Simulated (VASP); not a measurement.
# Lattice of BP, functional by functional, part 2 of 2

Aim: relax BP at several levels of theory and compare the cells. The starting structure is a measured crystal structure from the Crystallography Open Database.

VASP 6.6.1.

Results so far: PBEsol 11.55 Å³ an atom; LDA 11.32 Å³ an atom; PBE 11.75 Å³ an atom.

## Step 5: Relaxation with PBEsol + D3(BJ)

Level of this step: PBEsol with D3(BJ); plane waves and PAW (P, B) (VASP).

D3 with Becke-Johnson damping keeps a finite attraction at short range. This run starts from the cell of an earlier relaxation, which isn't shown; the restart sets up the plane waves anew.

File INCAR:

```
SYSTEM = BP
PREC = Accurate
ENCUT = 450
EDIFF = 1E-06
NELM = 100
ISMEAR = 0
SIGMA = 0.03
LREAL = .FALSE.
ALGO = Normal
GGA = PS
IVDW = 12
NBANDS = 10
LORBIT = 11
LWAVE = .FALSE.
LCHARG = .FALSE.
KPAR = 2
IBRION = 2
NSW = 50
ISIF = 3
EDIFFG = -0.01
```

File POSCAR:

```
BP
1.0
    0.0000000000      2.2449485403      2.2449485403
    2.2449485403      0.0000000000      2.2449485403
    2.2449485403      2.2449485403      0.0000000000
P B
1 1
Direct
    0.7500000000      0.7500000000      0.7500000000
    0.0000000000      0.0000000000      0.0000000000
```

File KPOINTS:

```
Automatic mesh
0
Gamma
8 8 8
0 0 0
```

Potentials, in the order of the species: P and B (PBE family, release 64).

Command:

```
mpirun -np 2 vasp_std
```

What it wrote:

```text
[banner, memory and clock lines left out]
running    2 mpi-ranks, on    1 nodes
[...]
[... a notice as in an earlier step ...]

 LDA part: xc-table for (Slater+PW92), standard interpolation
 POSCAR, INCAR and KPOINTS ok, starting setup
[...]
entering main loop
       N       E                     dE             d eps       ncg     rms          rms(c)
DAV:   1     0.566140994606E+01    0.56614E+01   -0.36003E+03   580   0.636E+02
DAV:   2    -0.139878074382E+02   -0.19649E+02   -0.18947E+02   822   0.105E+02
DAV:   3    -0.144418356182E+02   -0.45403E+00   -0.45329E+00   688   0.143E+01
DAV:   4    -0.144437324169E+02   -0.18968E-02   -0.18966E-02   726   0.108E+00
[...]
DAV:  10    -0.136654216433E+02   -0.59439E-04   -0.12274E-04   690   0.700E-02    0.230E-02
DAV:  11    -0.136654250895E+02   -0.34462E-05   -0.45605E-06   738   0.140E-02    0.256E-02
DAV:  12    -0.136654254366E+02   -0.34703E-06   -0.17102E-06   420   0.657E-03
   1 F= -.14183174E+02 E0= -.14183174E+02  d E =-.141832E+02
[...]
reached required accuracy - stopping structural energy minimisation
```

Elapsed: 2.6 s, on 2 MPI ranks of Intel Xeon 6975P-C (Granite Rapids), shared host; peak memory 0.26 GiB; 2.7 s of CPU time.

Parts of OUTCAR (step 5):

```text
 Edisp (eV)   -0.51775

  Total      -0.00045    -0.00045    -0.00045    -0.00000     0.00000     0.00000
  in kB      -0.03209    -0.03209    -0.03209    -0.00000     0.00000     0.00000
  external pressure =       -0.03 kB  Pullay stress =        0.00 kB

 POSITION                                       TOTAL-FORCE (eV/Angst)
 -----------------------------------------------------------------------------------
      3.36742      3.36742      3.36742        -0.000000     -0.000000     -0.000000
      0.00000      0.00000      0.00000         0.000000      0.000000      0.000000
 -----------------------------------------------------------------------------------
    total drift:                               -0.000000     -0.000000     -0.000000

  FREE ENERGIE OF THE ION-ELECTRON SYSTEM (eV)
  ---------------------------------------------------
  free  energy   TOTEN  =       -14.1831736805 eV

  energy  without entropy=      -14.1831736805  energy(sigma->0) =      -14.18317368

[... 2 parts as in an earlier step ...]

[... 2 further parts left out ...]
[key lines of the parts left out:]
E-fermi :   7.9225
```

With PBEsol + D3(BJ) the relaxed cell holds 11.314 Å³ an atom, -3.15 % against the measured cell, with a = 4.490 Å. That is -2.08 % from PBEsol. Pressures at 0.985 and 1.015 times this volume, from two more relaxations that aren't shown, give a bulk modulus of 175.1 GPa.

## Step 6: Relaxation with r2SCAN

r2SCAN adds the kinetic-energy density, costs more than a GGA and is run with LASPH.

Changes to INCAR since step 5:

```diff
@@ -9,4 +9,4 @@
 ALGO = Normal
-GGA = PS
-IVDW = 12
+METAGGA = R2SCAN
+LASPH = .TRUE.
 NBANDS = 10
```

File POSCAR:

```
BP
1.0
    0.0000000000      2.2690000000      2.2690000000
    2.2690000000      0.0000000000      2.2690000000
    2.2690000000      2.2690000000      0.0000000000
P B
1 1
Direct
    0.7500000000      0.7500000000      0.7500000000
    0.0000000000      0.0000000000      0.0000000000
```

KPOINTS is that of step 5.

Command:

```
mpirun -np 2 vasp_std
```

What it wrote:

```text
[banner, memory and clock lines left out]
running    2 mpi-ranks, on    1 nodes
[...]
[... a notice as in an earlier step ...]

 LDA part: xc-table for (None), standard interpolation
 POSCAR, INCAR and KPOINTS ok, starting setup
[...]
entering main loop
       N       E                     dE             d eps       ncg     rms          rms(c)
DAV:   1     0.339808575890E+01    0.33981E+01   -0.36953E+03   580   0.648E+02
DAV:   2    -0.186167406714E+02   -0.22015E+02   -0.21004E+02   852   0.107E+02
DAV:   3    -0.191702008094E+02   -0.55346E+00   -0.55276E+00   722   0.161E+01
DAV:   4    -0.191720681225E+02   -0.18673E-02   -0.18670E-02   722   0.108E+00
[...]
DAV:   9    -0.173080636479E+02   -0.31123E-03   -0.64533E-04   682   0.205E-01    0.694E-02
DAV:  10    -0.173081354499E+02   -0.71802E-04   -0.76843E-05   704   0.731E-02    0.215E-02
DAV:  11    -0.173081359899E+02   -0.54004E-06   -0.40128E-06   778   0.151E-02
   1 F= -.17308136E+02 E0= -.17308136E+02  d E =-.173081E+02
[...]
N       E                     dE             d eps       ncg     rms          rms(c)
DAV:   1    -0.173083463024E+02   -0.21085E-03   -0.10314E-02   670   0.664E-01    0.145E-01
DAV:   2    -0.173082546622E+02    0.91640E-04   -0.46557E-04   668   0.136E-01    0.837E-02
DAV:   3    -0.173082079005E+02    0.46762E-04   -0.14458E-04   650   0.660E-02    0.309E-02
DAV:   4    -0.173082075960E+02    0.30447E-06   -0.30957E-06   684   0.123E-02
   2 F= -.17308208E+02 E0= -.17308208E+02  d E =-.716061E-04
 trial-energy change:   -0.000072  1 .order   -0.000074   -0.000556    0.000408
 step:   0.5769(harm=  0.5769)  dis= 0.00000  next Energy=   -17.308296 (dE=-0.160E-03)
[...]
N       E                     dE             d eps       ncg     rms          rms(c)
DAV:   1    -0.173083271850E+02   -0.11928E-03   -0.18944E-03   664   0.285E-01    0.702E-02
DAV:   2    -0.173083107131E+02    0.16472E-04   -0.83751E-05   670   0.575E-02    0.408E-02
DAV:   3    -0.173083014652E+02    0.92479E-05   -0.26232E-05   646   0.279E-02    0.113E-02
DAV:   4    -0.173083006629E+02    0.80236E-06   -0.60025E-07   354   0.528E-03
   3 F= -.17308301E+02 E0= -.17308301E+02  d E =-.164673E-03
[...]
reached required accuracy - stopping structural energy minimisation
```

Run time: 14 s. Hardware: 2 MPI ranks; peak memory 0.25 GiB; 18 s of CPU time.

Parts of OUTCAR (step 6):

```text
  Total        0.0027557      0.0027557      0.0027557     -0.0000000      0.0000000     -0.0000000
  in kB        0.1896677      0.1896677      0.1896677     -0.0000000      0.0000000     -0.0000000
  external PRESSURE =       0.1896677 kB  Pullay stress =       0.0000000 kB

 POSITION                                       TOTAL-FORCE (eV/Angst)
 -----------------------------------------------------------------------------------
      3.39935      3.39935      3.39935         0.000000      0.000000      0.000000
      0.00000      0.00000      0.00000        -0.000000     -0.000000     -0.000000
 -----------------------------------------------------------------------------------
    total drift:                               -0.000000     -0.000000     -0.000000

  FREE ENERGIE OF THE ION-ELECTRON SYSTEM (eV)
  ---------------------------------------------------
  free  energy   TOTEN  =       -17.3083006629 eV

  energy  without entropy=      -17.3083006629  energy(sigma->0) =      -17.30830066

[... 2 parts as in an earlier step ...]

[... 2 further parts left out ...]
[key lines of the parts left out:]
E-fermi :   7.6185
```

With r2SCAN the relaxed cell holds 11.639 Å³ an atom, -0.37 % against the measured cell, with a = 4.532 Å. That is +0.73 % from PBEsol. Pressures at 0.985 and 1.015 times this volume, from two more relaxations that aren't shown, give a bulk modulus of 170.3 GPa.

## Step 7: Relaxation with r2SCAN + rVV10

rVV10 adds a nonlocal correlation energy for dispersion.

Changes to INCAR since step 6:

```diff
@@ -10,2 +10,6 @@
 METAGGA = R2SCAN
+LUSE_VDW = .TRUE.
+IVDW_NL = 2
+BPARAM = 11.95
+CPARAM = 0.0093
 LASPH = .TRUE.
```

POSCAR is that of step 6.

KPOINTS is that of step 6.

Command:

```
mpirun -np 2 vasp_std
```

What it wrote:

```text
[banner, memory and clock lines left out]
running    2 mpi-ranks, on    1 nodes
[...]
|                                                                             |
|               ----> ADVICE to this user running VASP <----                  |
|                                                                             |
|     You have switched on vdW-DFT.                                           |
|     This routine was written and supplied by Jiri Klimes. We recommend      |
|     that you carefully read and cite the following publications:            |
|       J. Klimes, D.R. Bowler, A. Michelides                                 |
|          J. Phys.: Cond Matt. 22 022201 (2010)                              |
|       J. Klimes, D.R. Bowler, A. Michelides                                 |
|          Phys. Rev. B. 83, 195131 (2011)                                    |
|     and references therein.                                                 |
|                                                                             |

[...]
DAV:   2    -0.172231780944E+02    0.65134E-04   -0.33976E-04   672   0.116E-01    0.712E-02
Total rVV10 correction in eV:      0.0846431     8.9556507
Total rVV10 correction in eV:      0.0846431     8.9556507
DAV:   3    -0.172231411690E+02    0.36925E-04   -0.10620E-04   644   0.566E-02    0.262E-02
Total rVV10 correction in eV:      0.0846664     8.9556507
Total rVV10 correction in eV:      0.0846664     8.9556507
DAV:   4    -0.172231390542E+02    0.21148E-05   -0.22182E-06   638   0.105E-02    0.204E-02
Total rVV10 correction in eV:      0.0847076     8.9556507
Total rVV10 correction in eV:      0.0847076     8.9556507
DAV:   5    -0.172231369010E+02    0.21532E-05   -0.19220E-06   630   0.102E-02    0.970E-03
Total rVV10 correction in eV:      0.0847083     8.9556507
Total rVV10 correction in eV:      0.0847083     8.9556507
DAV:   6    -0.172231366484E+02    0.25257E-06   -0.56176E-08   308   0.206E-03
Total rVV10 correction in eV:      0.0847097     8.9556507
Total rVV10 correction in eV:      0.0847097     8.9556507
Total rVV10 correction in eV:      0.0847096     8.9556507
Total rVV10 correction in eV:      0.0847096     8.9556507
   3 F= -.17223137E+02 E0= -.17223137E+02  d E =-.617078E-03
[...]
reached required accuracy - stopping structural energy minimisation
```

The job ended after 51 s (2 MPI ranks; peak memory 0.39 GiB; 69 s of CPU time).

From OUTCAR (step 7):

```text
  Total        0.0013675      0.0013675      0.0013675      0.0000000     -0.0000000     -0.0000000
  in kB        0.0944466      0.0944466      0.0944466      0.0000000     -0.0000000     -0.0000000
  external PRESSURE =       0.0944466 kB  Pullay stress =       0.0000000 kB

 POSITION                                       TOTAL-FORCE (eV/Angst)
 -----------------------------------------------------------------------------------
      3.39548      3.39548      3.39548         0.000000      0.000000      0.000000
      0.00000      0.00000      0.00000        -0.000000     -0.000000     -0.000000
 -----------------------------------------------------------------------------------
    total drift:                               -0.000000     -0.000000     -0.000000

  FREE ENERGIE OF THE ION-ELECTRON SYSTEM (eV)
  ---------------------------------------------------
  free  energy   TOTEN  =       -17.2231366484 eV

  energy  without entropy=      -17.2231366484  energy(sigma->0) =      -17.22313665

[... 2 parts as in an earlier step ...]

[... 2 further parts left out ...]
[key lines of the parts left out:]
E-fermi :   7.6504
```

With r2SCAN + rVV10 the relaxed cell holds 11.599 Å³ an atom, -0.71 % against the measured cell, with a = 4.527 Å. That is +0.38 % from PBEsol. Pressures at 0.985 and 1.015 times this volume, from two more relaxations that aren't shown, give a bulk modulus of 172.2 GPa.

## Step 8: Relaxation with vdW-DF-cx

vdW-DF-cx takes its exchange from the same plasmon model as its correlation.

Changes to INCAR since step 7:

```diff
@@ -9,7 +9,5 @@
 ALGO = Normal
-METAGGA = R2SCAN
+GGA = CX
+AGGAC = 0
 LUSE_VDW = .TRUE.
-IVDW_NL = 2
-BPARAM = 11.95
-CPARAM = 0.0093
 LASPH = .TRUE.
```

POSCAR is that of step 7.

KPOINTS is that of step 7.

Command:

```
mpirun -np 2 vasp_std
```

What it wrote:

```text
[banner, memory and clock lines left out]
running    2 mpi-ranks, on    1 nodes
[...]
[... a notice as in an earlier step ...]

 [... a notice as in an earlier step ...]

 LDA part: xc-table for (Slater+PW92), standard interpolation
 POSCAR, INCAR and KPOINTS ok, starting setup
[...]
entering main loop
       N       E                     dE             d eps       ncg     rms          rms(c)
DAV:   1     0.101764932799E+02    0.10176E+02   -0.35836E+03   580   0.630E+02
DAV:   2    -0.112707236118E+02   -0.21447E+02   -0.20469E+02   852   0.104E+02
DAV:   3    -0.118170839298E+02   -0.54636E+00   -0.54566E+00   722   0.158E+01
DAV:   4    -0.118190167844E+02   -0.19329E-02   -0.19326E-02   720   0.108E+00
[...]
DAV:  10    -0.112023909582E+02   -0.11059E-03   -0.19308E-04   686   0.911E-02    0.249E-02
DAV:  11    -0.112023970422E+02   -0.60840E-05   -0.69160E-06   704   0.194E-02    0.295E-02
DAV:  12    -0.112023978434E+02   -0.80123E-06   -0.30683E-06   674   0.941E-03
   1 F= -.11202398E+02 E0= -.11202398E+02  d E =-.112024E+02
[...]
reached required accuracy - stopping structural energy minimisation
```

The job ended after 17 s (2 MPI ranks; peak memory 0.48 GiB).

OUTCAR, selected parts (step 8):

```text
  Total        0.0049878      0.0049878      0.0049878      0.0000000      0.0000000      0.0000000
  in kB        0.3420497      0.3420497      0.3420497      0.0000000      0.0000000      0.0000000
  external PRESSURE =       0.3420497 kB  Pullay stress =       0.0000000 kB

 POSITION                                       TOTAL-FORCE (eV/Angst)
 -----------------------------------------------------------------------------------
      3.40350      3.40350      3.40350        -0.000000     -0.000000     -0.000000
      0.00000      0.00000      0.00000         0.000000      0.000000      0.000000
 -----------------------------------------------------------------------------------
    total drift:                               -0.000000     -0.000000     -0.000000

  FREE ENERGIE OF THE ION-ELECTRON SYSTEM (eV)
  ---------------------------------------------------
  free  energy   TOTEN  =       -11.2023978434 eV

  energy  without entropy=      -11.2023978434  energy(sigma->0) =      -11.20239784

[... 2 parts as in an earlier step ...]

[... 2 further parts left out ...]
[key lines of the parts left out:]
E-fermi :   7.6315
```

With vdW-DF-cx the relaxed cell holds 11.682 Å³ an atom, +0.00 % against the measured cell, where it started, since the stress there already met the criterion, with a = 4.538 Å. That is +1.10 % from PBEsol. Pressures at 0.985 and 1.015 times this volume, from two more relaxations that aren't shown, give a bulk modulus of 165.2 GPa.

## Step 9: Relaxation with AM05

AM05 is built from the electron gas and the surface model, and does well on lattice constants.

Changes to INCAR since step 8:

```diff
@@ -9,6 +9,3 @@
 ALGO = Normal
-GGA = CX
-AGGAC = 0
-LUSE_VDW = .TRUE.
-LASPH = .TRUE.
+GGA = AM
 NBANDS = 10
```

POSCAR is that of step 8.

KPOINTS is that of step 8.

Command:

```
mpirun -np 2 vasp_std
```

What it wrote:

```text
[... set-up lines as in an earlier step ...]
 entering main loop
       N       E                     dE             d eps       ncg     rms          rms(c)
DAV:   1     0.781923367276E+01    0.78192E+01   -0.35814E+03   580   0.630E+02
DAV:   2    -0.135126755734E+02   -0.21332E+02   -0.20350E+02   852   0.104E+02
DAV:   3    -0.140527498638E+02   -0.54007E+00   -0.53938E+00   722   0.157E+01
DAV:   4    -0.140546216183E+02   -0.18718E-02   -0.18715E-02   732   0.106E+00
[...]
DAV:  10    -0.133748758204E+02   -0.18759E-03   -0.23054E-04   690   0.103E-01    0.225E-02
DAV:  11    -0.133748850324E+02   -0.92119E-05   -0.92370E-06   744   0.220E-02    0.184E-02
DAV:  12    -0.133748860121E+02   -0.97977E-06   -0.25944E-06   656   0.103E-02
   1 F= -.13374886E+02 E0= -.13374886E+02  d E =-.133749E+02
[...]
N       E                     dE             d eps       ncg     rms          rms(c)
DAV:   1    -0.133798027967E+02   -0.49178E-02   -0.12858E-01   642   0.232E+00    0.445E-01
[...]
DAV:   4    -0.133756976616E+02    0.55528E-04   -0.64704E-05   686   0.502E-02    0.547E-02
DAV:   5    -0.133756872198E+02    0.10442E-04   -0.19709E-05   694   0.268E-02    0.260E-02
DAV:   6    -0.133756876683E+02   -0.44856E-06   -0.58811E-07   380   0.536E-03
   2 F= -.13375688E+02 E0= -.13375688E+02  d E =-.801656E-03
 trial-energy change:   -0.000802  1 .order   -0.000758   -0.006204    0.004688
 step:   0.5755(harm=  0.5696)  dis= 0.00000  next Energy=   -13.376680 (dE=-0.179E-02)
[...]
N       E                     dE             d eps       ncg     rms          rms(c)
DAV:   1    -0.133774325051E+02   -0.17453E-02   -0.23055E-02   648   0.977E-01    0.187E-01
DAV:   2    -0.133768569404E+02    0.57556E-03   -0.11810E-03   644   0.182E-01    0.104E-01
DAV:   3    -0.133766984082E+02    0.15853E-03   -0.33490E-04   660   0.885E-02    0.267E-02
DAV:   4    -0.133766862809E+02    0.12127E-04   -0.12211E-05   692   0.216E-02    0.222E-02
DAV:   5    -0.133766831288E+02    0.31521E-05   -0.33372E-06   668   0.111E-02    0.109E-02
DAV:   6    -0.133766828997E+02    0.22915E-06   -0.10173E-07   308   0.221E-03
   3 F= -.13376683E+02 E0= -.13376683E+02  d E =-.179689E-02
[...]
reached required accuracy - stopping structural energy minimisation
```

Run time: 5.4 s. Hardware: 2 MPI ranks; peak memory 0.24 GiB.

From OUTCAR (step 9):

```text
  Total        0.0003347      0.0003347      0.0003347      0.0000000      0.0000000      0.0000000
  in kB        0.0232378      0.0232378      0.0232378      0.0000000      0.0000000      0.0000000
  external PRESSURE =       0.0232378 kB  Pullay stress =       0.0000000 kB

 POSITION                                       TOTAL-FORCE (eV/Angst)
 -----------------------------------------------------------------------------------
      3.38967      3.38967      3.38967        -0.000000     -0.000000     -0.000000
      0.00000      0.00000     -0.00000         0.000000      0.000000      0.000000
 -----------------------------------------------------------------------------------
    total drift:                               -0.000000     -0.000000     -0.000000

  FREE ENERGIE OF THE ION-ELECTRON SYSTEM (eV)
  ---------------------------------------------------
  free  energy   TOTEN  =       -13.3766828997 eV

  energy  without entropy=      -13.3766828997  energy(sigma->0) =      -13.37668290

[... 2 parts as in an earlier step ...]

[... 2 further parts left out ...]
[key lines of the parts left out:]
E-fermi :   7.7375
```

With AM05 the relaxed cell holds 11.540 Å³ an atom, -1.21 % against the measured cell, with a = 4.520 Å. That is -0.13 % from PBEsol. Pressures at 0.985 and 1.015 times this volume, from two more relaxations that aren't shown, give a bulk modulus of 168.4 GPa.

## Step 10: The runs compared

| level | volume (Å³/atom) | against the measured cell (%) | a (Å) | bulk modulus (GPa) | pressure left (GPa) | core minutes |
| --- | --- | --- | --- | --- | --- | --- |
| PBEsol | 11.555 | -1.09 | 4.5215 | 169.2 | 0.0 | 0.147 |
| LDA | 11.315 | -3.14 | 4.49 | 175.4 | -0.01 | 0.193 |
| PBE | 11.749 | 0.58 | 4.5467 | 162.0 | 0.01 | 0.14 |
| PBEsol + D3(BJ) | 11.314 | -3.15 | 4.4899 | 175.1 | 0.0 | 0.233 |
| r2SCAN | 11.639 | -0.37 | 4.5325 | 170.3 | 0.02 | 0.453 |
| r2SCAN + rVV10 | 11.599 | -0.71 | 4.5273 | 172.2 | 0.01 | 1.7 |
| vdW-DF-cx | 11.682 | 0.0 | 4.538 | 165.2 | 0.03 | 0.567 |
| AM05 | 11.54 | -1.21 | 4.5196 | 168.4 | 0.0 | 0.18 |

Core minutes are wall time times ranks, summed over the relaxations behind a row (those for a bulk modulus apart), on shared hosts.

## Step 11: What came out

```
volume, PBEsol          : 11.55 Å³/atom
volume, LDA             : 11.32 Å³/atom
volume, PBE             : 11.75 Å³/atom
volume, PBEsol + D3(BJ) : 11.31 Å³/atom
volume, r2SCAN          : 11.64 Å³/atom
volume, r2SCAN + rVV10  : 11.60 Å³/atom
volume, vdW-DF-cx       : 11.68 Å³/atom
volume, AM05            : 11.54 Å³/atom
```

**Reading.** Across 8 levels the volume of BP spans 3.8 %, from 11.31 Å³ an atom (PBEsol + D3(BJ)) to 11.75 Å³ (PBE). Against the measured volume of the starting structure, vdW-DF-cx comes nearest (+0.0 %) and PBEsol + D3(BJ) lies farthest (-3.1 %). The measured cell holds zero-point expansion and, unless it was taken cold, thermal expansion, which the runs lack, so small differences decide nothing. Adding D3(BJ) to PBEsol changes the volume by -2.1 %. Adding rVV10 to r2SCAN changes the volume by -0.3 %. The bulk modulus goes from 162.0 GPa (PBE) to 175.4 GPa (LDA). LASPH is on in some of these runs and off in others, which adds a little to the differences. All runs keep the symmetry of the start, so they can't find a distortion of lower symmetry. Further runs on this material are not shown.

[Lines on the potential files, build, host, timing and source positions are cut from VASP's logs without a mark.]

[Logs are printed without paths, hosts, clocks, repeated set-up lines and the standing remarks that a program may print on its own settings, such as how far it seeks lower states.]

[Hosts, paths, dates, database ids (printed as entryN), source tags and the programs' standing remarks are cut or masked in the printed files.]
